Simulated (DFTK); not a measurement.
The system is Pt.

```
CELL_PARAMETERS angstrom
0.00000 1.96090 1.96090
1.96090 0.00000 1.96090
1.96090 1.96090 0.00000
ATOMIC_POSITIONS crystal
Pt 0.00000 0.00000 0.00000
```

Base run:

```yaml
Program: DFTK 0.8.2
Functional: r2SCAN
Potentials_or_basis: SG15 1.2 (PBE)
Cutoff: 1225 eV
k_mesh: 12 × 12 × 12
Occupations: fermi-dirac, width 0.05 eV
Spin: no spin polarisation
```

Its results: band gap on the k mesh none (metal or under the smearing width); pressure 4.4 GPa.

Task: After a change of settings the same cell gave: band gap on the k mesh none (metal or under the smearing width); pressure -4.0 GPa. Which change was it?
A. functional from r2SCAN to LDA
B. potentials or basis from SG15 1.2 (PBE) to cp2k.nc.sr.pbe.v0_1.largecore.gth (PBE, GTH, large core); cutoff from 1225 eV to 1415 eV; valence electrons from 18 to 10
C. functional from r2SCAN to BP86; cutoff from 1225 eV to 952 eV; k mesh from 12 × 12 × 12 to 5 × 5 × 5
D. functional from r2SCAN to RPBE; potentials or basis from SG15 1.2 (PBE) to dojo.nc.sr.pbe.v0_5.standard.upf (PBE); cutoff from 1225 eV to 1143 eV

Result: A.

Caveats: the potentials were made for another functional, which shifts forces and pressure.

Not every run made on this cell is shown here.
